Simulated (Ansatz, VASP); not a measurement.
# InSbSe3 in two plane-wave programs

Wanted: the spread between two codes on one cell, functional and k mesh. Of the first pair: The structure shown is the start of the Ansatz relaxation below; VASP solves that cell, so the two are compared at the walk's first step.

Program: Ansatz 0.2.0. Level of theory: plane waves, with VASP 6.6.1 beside it; PBE. Results are calculated unless marked as measured.

## Step 1: The starting structure

The cell holds 5 atoms: 1 Sb, 1 In and 3 Se. Cell: a = 4.069 Å, b = 4.069 Å, c = 37.045 Å, α = 90.0°, β = 90.0°, γ = 60.0°. Vacuum lies along c. The height across the vacuum is the one that the program set for its solve, not the one typed.

## Step 2: Ansatz: relaxation, PBE

Ansatz runs on its default PAW (the set named soft_2) files.

The two programs are compared at the cell with which this relaxation starts, whose forces are those of its first step.

input.yaml reads:

```yaml
crystal:
  lattice:
    - [4.06922514, 0.0, 0.0]
    - [2.03461258, 3.52405235, 0.0]
    - [0.0, 0.0, 22.70622217]
  atoms:
    - { symbol: Sb, position: [0.33333333, 0.33333333, 0.4233143] }
    - { symbol: In, position: [0.66666667, 0.66666667, 0.58913336] }
    - { symbol: Se, position: [0.0, 0.0, 0.51010379] }
    - { symbol: Se, position: [0.66666667, 0.66666667, 0.35416657] }
    - { symbol: Se, position: [0.33333333, 0.33333333, 0.64583343] }
  periodic: [true, true, false]
kpoints:
  mp_grid: { grid: [8, 8, 1] }
scf:
  occupations: { method: fermi_dirac, width: 0.05 }
hamiltonian:
  xc: pbe
  pseudopotentials: { kind: paw }
output:
  forces: true
  stress: true
relax:
  f_tol: 0.02
  max_steps: 50
  cell: {}
```

The run is started by

```console
> ansatz run input.yaml --threads 4 --pin off --max-ram 8192MiB --backend cpu --events-out ev --progress --plain --runs-dir out
```

Numbers of over 12 decimals in the logs are rounded to 6 here.

The program printed:

```text
Warning: crystal.periodic: the lattice vector that does not repeat stood 0.000° off the slab's normal, 22.706 Å along it as the deck builds it. The run solves the slab on a vector along the normal, 37.045 Å long, with every atom where it was (on the deck's vector they left 16.08 Å outside them, and the widest stretch free of ions among them is 1.97 Å). A fractional position that the run reports is one of the run's ce [...]
crystal.periodic: the lattice vector that does not repeat stood 0.000° off the slab's normal, 22.706 Å along it as the deck builds it. The run solves the slab on a vector along the normal, 37.045 Å long, with every atom where it was (on the deck's vector they left 16.08 Å outside them, and the widest stretch free of ions among them is 1.97 Å). A fractional position that the run reports is one of the run's cell, which [...]
Engine: ansatz 0.2.0, x86_64-unknown-linux-gnu
Pseudopotentials: kind: paw
Pseudopotential: Sb, paw, valence charge 15, recommended cutoff 420 eV (normal), Sb.paw.azcp
Pseudopotential: In, paw, valence charge 13, recommended cutoff 420 eV (normal), In.paw.azcp
Pseudopotential: Se, paw, valence charge 16, recommended cutoff 420 eV (normal), Se.paw.azcp
Functional definition: PBE
  parameter kappa = 0.804
  parameter beta = 0.066725
  exchange = pbe_x(kappa = kappa, mu = beta*pi^2/3)
  correlation = pbe_c(beta = beta)
Crystal: 5 atoms, lattice volume = 531.236 Å³
Basis set: ecut = 420 eV, 10383 PW (Γ), exchange–correlation on 60×60×500 points (8 copies of the dense FFT grid, shifted against one another)
Bands: 46, of which v1, the nominal top of the filled ones, is band 38 counted from 1 (37 counted from 0)
Symmetry: 6 space group operations
Space group: P3m1 (ITA 156), of the structure as read, at distance tolerance 8.1e-5 Å
k-points: 10 of 64 (time reversal used)
Non-local potential: Sb, projectors of the file, l = 0: 2, l = 1: 2, l = 2: 2, l = 3: 2
Non-local potential: In, projectors of the file, l = 0: 2, l = 1: 2, l = 2: 2, l = 3: 2
Non-local potential: Se, projectors of the file, l = 0: 2, l = 1: 2, l = 2: 3, l = 3: 1
PAW form: soft (Blöchl's): semilocal exchange-correlation on the pseudo side does not see the compensation charge
PAW one-centre angular grid: Sb, 590 points (default); XC on 64 Gauss nodes
PAW one-centre angular grid: In, 590 points (default); XC on 64 Gauss nodes
PAW one-centre angular grid: Se, 590 points (default); XC on 64 Gauss nodes
Initial density: superposition of atomic densities (neutral atoms: chi_scale 0, normalization atom), corrected by the library's trained network
Initial wavefunctions: pseudopotential atomic-orbital guess
[...]
SCF iter   2: F=—  HF=-28491.471904 eV  |F-HF|=—  |Δ(HF+E_count)|=   1.65e-3  Δρ=7.38e-4  dr2=1.65e-2  ethr=1.66e-5  ⟨swp⟩=2.6  Hψ=664  notcnv=0
SCF iter   3: F=—  HF=-28491.473224 eV  |F-HF|=—  |Δ(HF+E_count)|=   1.32e-3  Δρ=7.78e-4  dr2=4.60e-2  ethr=1.66e-5  ⟨swp⟩=3.0  Hψ=802  notcnv=0  defer=2  recentre
SCF iter   4: F=—  HF=-28491.470592 eV  |F-HF|=—  |Δ(HF+E_count)|=   2.63e-3  Δρ=2.88e-4  dr2=2.78e-3  ethr=1.66e-5  ⟨swp⟩=2.5  Hψ=661  notcnv=0  defer=6
SCF iter   5: F=—  HF=-28491.470378 eV  |F-HF|=—  |Δ(HF+E_count)|=   2.14e-4  Δρ=1.21e-4  dr2=9.80e-5  ethr=3.66e-6  ⟨swp⟩=2.0  Hψ=620  notcnv=0  defer=10
SCF iter   6: F=—  HF=-28491.470376 eV  |F-HF|=—  |Δ(HF+E_count)|=   1.52e-6  Δρ=5.20e-5  dr2=1.08e-5  ethr=1.29e-7  ⟨swp⟩=2.9  Hψ=690  notcnv=0  defer=10
SCF iter   7: F=—  HF=-28491.470373 eV  |F-HF|=—  |Δ(HF+E_count)|=   3.76e-6  Δρ=1.29e-5  dr2=1.61e-6  ethr=1.41e-8  ⟨swp⟩=3.9  Hψ=955  notcnv=0  defer=10
SCF iter   8: F=—  HF=-28491.470351 eV  |F-HF|=—  |Δ(HF+E_count)|=   2.22e-5  Δρ=3.24e-6  dr2=4.04e-8  ethr=2.11e-9  ⟨swp⟩=2.1  Hψ=538  notcnv=0  defer=11
SCF iter   9: F=—  HF=-28491.470351 eV  |F-HF|=—  |Δ(HF+E_count)|=   5.45e-8  Δρ=7.89e-7  dr2=4.70e-9  ethr=5.31e-11  ⟨swp⟩=3.0  Hψ=915  notcnv=0  defer=11
SCF iter  10: F=—  HF=-28491.470351 eV  |F-HF|=—  |Δ(HF+E_count)|=   3.49e-9  Δρ=2.10e-7  dr2=2.64e-10  ethr=6.19e-12  ⟨swp⟩=3.3  Hψ=980  notcnv=0  defer=11
SCF iter  11: F=—  HF=-28491.470351 eV  |F-HF|=—  |Δ(HF+E_count)|=  3.57e-10  Δρ=6.42e-8  dr2=5.81e-11  ethr=1.00e-12  ⟨swp⟩=2.9  Hψ=876  notcnv=0  defer=11
SCF iter  12: F=—  HF=-28491.470351 eV  |F-HF|=—  |Δ(HF+E_count)|=  2.91e-11  Δρ=3.09e-8  dr2=2.18e-11  ethr=1.00e-12  ⟨swp⟩=9.0  Hψ=2428  notcnv=0
SCF iter  13: F=—  HF=-28491.470351 eV  |F-HF|=—  |Δ(HF+E_count)|=  5.82e-11  Δρ=3.76e-8  dr2=1.25e-10  ethr=1.00e-12  ⟨swp⟩=7.0  Hψ=1982  notcnv=0  recentre
SCF iter  14: F=-28491.470351 eV  HF=-28491.470351 eV  |F-HF|=8.00e-11  |Δ(HF+E_count)|=  5.82e-11  Δρ=1.43e-8  dr2=2.19e-12  ethr=1.00e-12  ⟨swp⟩=5.9  Hψ=2001  notcnv=0
SCF 3 converged in 14 iterations: F = -28491.470351 eV  dr2 = 2.19e-12
relax step   3: F+E_penalty+E_count = -28491.47035056 eV  Δ(F+E_penalty+E_count) = -2.240e-2 eV  max|allowed force component| = 2.991e-2 eV/Å  Δτ_max = 0.0583 Å  P = -0.137 N/m  Ω = 528.268 Å³  energy of the carried Pulay correction = +1.189e-4 eV  fix = [c, alpha, beta]  reactions: c -0.000 N/m  (14 SCF iters, accepted)
[...]
relax step   4: F+E_penalty+E_count = -28491.47058725 eV  Δ(F+E_penalty+E_count) = -2.367e-4 eV  max|allowed force component| = 1.072e-2 eV/Å  Δτ_max = 0.0037 Å  P = -0.031 N/m  Ω = 527.532 Å³  energy of the carried Pulay correction = +1.485e-4 eV  fix = [c, alpha, beta]  reactions: c -0.000 N/m  (6 SCF iters, dr2 threshold 5.59e-8 eV, accepted)
[...]
relax step   5: F+E_penalty+E_count = -28491.47043408 eV  Δ(F+E_penalty+E_count) = +1.532e-4 eV  max|allowed force component| = 1.063e-2 eV/Å  Δτ_max = 0.0000 Å  P = -0.031 N/m  Ω = 527.532 Å³  fix = [c, alpha, beta]  reactions: c -0.000 N/m  stress off target by 3.12e-2 N/m on what of the cell is left free  SCF on the basis re-selected at this cell (its energy is not comparable with the rows above)  (8 SCF iters)
basis re-selected at this cell: Δ(F+E_penalty+E_count) = +1.532e-4 eV, ΔP = +0.000 N/m vs the last step (what re-selecting the basis moved, of the pressure what is left beyond the Pulay correction that the steps carried, after the strain that the cell walked since its last selection, with what the two solves' SCF thresholds leave and, on support functions, any second-order correction that the steps lacked; it is no m [...]
SCF converged after 8 iterations
Free energy (F): -28491.470434 eV
Harris-Foulkes:  -28491.470434 eV  (|F-HF|=8.73e-11)
Internal energy: -28491.470389 eV  (E = F + TS)
E sigma→0 (E₀):  -28491.470412 eV
Entropy (-TS):   -0.000045 eV (-0.009 meV/atom)
Fermi energy:    -5.232213 eV
--- Per-component energies (eV) ---
  E_band       = -2410.399760
  E_kinetic    = 802.273355
  E_local      = -245832.972657  (includes V_loc(G=0)·N_el)
  E_nonlocal   = -1057.715432
  E_hartree    = 122153.166969
  E_xc         = -664.616156
  E_vxc        = -487.652475  (∫ρ·V_xc dr)
  E_paw        = -14464.241230  (= ΣΔE_a)
  E_vpaw       = -140.664595  (= ΣTr[D̂ρ^β])
  E_aug_tail   = -0.001764  (compensation charges beyond the density's cutoff)
  E_ewald      = 110572.636527
  E_smearing   = -0.000045  (= −TS)
  E_closure    = 0.000000  (closes the sum)
  Σ components = -28491.470434   (vs F -28491.470434, Δ=0.00e0)
--- Forces (eV/Å), atoms counted from 1 ---
  atom   1  Sb     0.00000000    -0.00000000     0.00079178
  atom   2  In    -0.00000000     0.00000000     0.01063259
  atom   3  Se     0.00000000    -0.00000000    -0.00161462
  atom   4  Se    -0.00000000     0.00000000    -0.00170835
  atom   5  Se    -0.00000000     0.00000000    -0.00810165
  max |Σ_I F_I| component: 2.50e-7 eV/Å
--- 2D stress c σ (N/m, compression-positive) ---
       -0.031203       0.000000      -0.000000
       -0.000000      -0.031203      -0.000000
       -0.000000      -0.000000      -0.000000
  P = ½ c Tr σ = -0.0312 N/m
--- Relaxed structure (4 steps of the walk, 3 accepted, 1 SCFs on fresh bases) ---
  F+E_penalty+E_count = -28491.47043408 eV   max|allowed force component| = 1.063e-2 eV/Å   (the final SCF, on the basis selected at the relaxed cell)
  cell:  # Å, volume = 527.5324 Å³
    - [4.055017, -5.753343958795625e-9, 0]
    - [2.027509, 3.511748, 0]
    - [0, 0, 37.045305]
  atoms:
    - { symbol: Sb, position: [0.333333, 0.333333, 0.259895] }
    - { symbol: In, position: [0.666667, 0.666667, 0.360612] }
    - { symbol: Se, position: [0, -6.514916595583251e-19, 0.310984] }
    - { symbol: Se, position: [0.666667, 0.666667, 0.218285] }
    - { symbol: Se, position: [0.333333, 0.333333, 0.396376] }
```

Reading the cycles: dr2 is the Hartree energy of the density residual (eV), the measure of convergence; HF is the Harris–Foulkes estimate of the energy, which meets the free energy F at convergence.

## Step 3: VASP: single point, PBE, start cell, pair 1

The same cell, functional, mesh and smearing now go to VASP, with its own data sets.

Lines of VASP's logs that name or quote its potential files are left out, and so is its time.

INCAR reads:

```
SYSTEM = InSbSe3
PREC = Accurate
ENCUT = 400
EDIFF = 1E-06
NELM = 120
ISMEAR = -1
SIGMA = 0.05
LREAL = .FALSE.
ALGO = Normal
GGA = PE
NBANDS = 24
LORBIT = 11
LWAVE = .FALSE.
LCHARG = .FALSE.
ISIF = 2
LDIPOL = .TRUE.
IDIPOL = 3
DIPOL = 0.5 0.5 0.309
LVHAR = .TRUE.
LASPH = .TRUE.
GGA_COMPAT = .FALSE.
EFERMI = MIDGAP
NELMDL = -8
KPAR = 2
```

POSCAR reads:

```
InSbSe3
1.0
    4.0692250000      0.0000000000      0.0000000000
    2.0346130000      3.5240520000      0.0000000000
    0.0000000000      0.0000000000     37.0453050000
Sb In Se
1 1 3
Direct
    0.3333334152      0.3333333333      0.2594625419
    0.6666667485      0.6666666666      0.3610982012
    0.0000000819      1.0000000000      0.3126585137
    0.6666667485      0.6666666666      0.2170797352
    0.3333334152      0.3333333333      0.3958514311
```

KPOINTS reads:

```
Automatic mesh
0
Gamma
8 8 1
0 0 0
```

The projector-augmented-wave data sets are Sb, In_d and Se (PBE family, release 64).

The run is started by

```console
> mpirun -np 2 vasp_std
```

The program printed:

```text
[banner, memory and clock lines left out]
running    2 mpi-ranks, on    1 nodes
 distrk:  each k-point on    1 cores,    2 groups
 distr:  one band on    1 cores,    1 groups

 POSCAR found type information on POSCAR SbInSe
 POSCAR found :  3 types and       5 ions
 LDA part: xc-table for (Slater+PW92), standard interpolation
 POSCAR, INCAR and KPOINTS ok, starting setup
 FFT: planning ... GRIDC
 FFT: planning ... GRID_SOFT
 FFT: planning ... GRID
 WAVECAR not read
 entering main loop
       N       E                     dE             d eps       ncg     rms          rms(c)
DAV:   1     0.253444253426E+03    0.25344E+03   -0.11106E+04   560   0.885E+02
DAV:   2     0.123626342575E+02   -0.24108E+03   -0.23638E+03   712   0.225E+02
DAV:   3    -0.186739910679E+02   -0.31037E+02   -0.30721E+02   608   0.896E+01
DAV:   4    -0.197993625128E+02   -0.11254E+01   -0.11219E+01   640   0.237E+01
DAV:   5    -0.198287396856E+02   -0.29377E-01   -0.29373E-01   632   0.328E+00
DAV:   6    -0.198304241478E+02   -0.16845E-02   -0.16844E-02   760   0.774E-01
DAV:   7    -0.198304637186E+02   -0.39571E-04   -0.39571E-04   640   0.842E-02
DAV:   8    -0.198304640973E+02   -0.37866E-06   -0.37872E-06   568   0.118E-02    0.624E+00
DAV:   9    -0.190772447355E+02    0.75322E+00   -0.15007E+00   728   0.159E+01    0.389E+00
DAV:  10    -0.191060036162E+02   -0.28759E-01   -0.10054E+00   656   0.629E+00    0.160E+00
DAV:  11    -0.191004668398E+02    0.55368E-02   -0.36878E-01   624   0.350E+00    0.663E-01
DAV:  12    -0.190938133470E+02    0.66535E-02   -0.18219E-01   688   0.204E+00    0.413E-01
DAV:  13    -0.190895127635E+02    0.43006E-02   -0.47291E-02   648   0.116E+00    0.180E-01
DAV:  14    -0.190899520592E+02   -0.43930E-03   -0.54408E-03   544   0.423E-01    0.124E-01
[...]
DAV:  20    -0.190901757578E+02   -0.54884E-05   -0.26157E-07   464   0.328E-03    0.306E-03
DAV:  21    -0.190902281917E+02   -0.52434E-04   -0.38988E-06   488   0.641E-03    0.496E-03
DAV:  22    -0.190902389007E+02   -0.10709E-04   -0.67175E-07   464   0.308E-03    0.322E-03
DAV:  23    -0.190902452392E+02   -0.63385E-05   -0.12686E-07   432   0.220E-03    0.152E-03
DAV:  24    -0.190902499485E+02   -0.47093E-05   -0.12716E-07   432   0.179E-03    0.729E-04
DAV:  25    -0.190902510713E+02   -0.11228E-05   -0.15768E-08   416   0.781E-04    0.329E-04
DAV:  26    -0.190902542574E+02   -0.31861E-05   -0.56316E-08   392   0.782E-04    0.412E-04
DAV:  27    -0.190902548021E+02   -0.54469E-06   -0.96606E-09   400   0.566E-04
   1 F= -.19090255E+02 E0= -.19090243E+02  d E =-.230495E-04
```

[end of part 1 of 2]

[Lines on the potential files, build, host, timing and source positions are cut from VASP's logs without a mark.]

[Logs are printed without paths, hosts, clocks, repeated set-up lines and the standing remarks that a program may print on its own settings, such as how far it seeks lower states.]

[Hosts, paths, dates, database ids (printed as entryN), source tags and the programs' standing remarks are cut or masked in the printed files.]
